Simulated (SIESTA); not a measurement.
Be: single point with PBE

The system is Be.

```
Be
1.0
     2.28530    0.00000    0.00000
    -1.14265    1.97913    0.00000
     0.00000    0.00000    3.58420
Be
2
Cartesian
  1.1861 0.6698 2.6888
  -0.0251 1.2998 0.9267
```

The cell isn't the ideal one: atoms moved at random, drawn with an rms of 0.05 Å.

```yaml
Program: SIESTA 5.4.2
Task: single point
Functional: PBE
Potentials_or_basis: PseudoDojo 0.4 standard (PBE files)
Basis: DZP (energy shift 0.003 Ry; two zetas on semicore shells)
Grid_cutoff: 800 Ry
Energy_shift: 0.003 Ry
k_mesh: 13 × 13 × 8
Occupations: fermi-dirac, width 0.05 eV
Spin: no spin polarisation
```

- Pressure: -2.3 GPa
- Largest force: 0.407 eV/Å
- Band gap on the k mesh: none (metal or under the smearing width)

Forces on the atoms (eV/Å):
```
Be  -0.277 -0.127  0.270
Be   0.276  0.127 -0.269
```

Stress tensor (GPa, compression positive):
```
-1.33  1.55 -0.29
 1.55 -2.71 -0.13
-0.29 -0.13 -2.86
```

Levels at points of the mesh, in eV from the Fermi level:
```tsv
k point	band 3	band 4	band 5	band 6	band 7	band 8
(0.00, 0.00, 0.00)	-11.15	-4.16	1.58	15.73	16.29	18.84
(0.00, 0.00, 0.50)	-9.04	-8.88	11.43	12.28	17.75	17.84
```

It took 39 s on 1 thread of Arm Neoverse V1, with other jobs on the host, peak memory 0.26 GiB.

Caveat: short orbitals over semicore shells can move pressures by several GPa; the basis of atomic orbitals isn't converged, which shifts pressures, moduli and gaps.
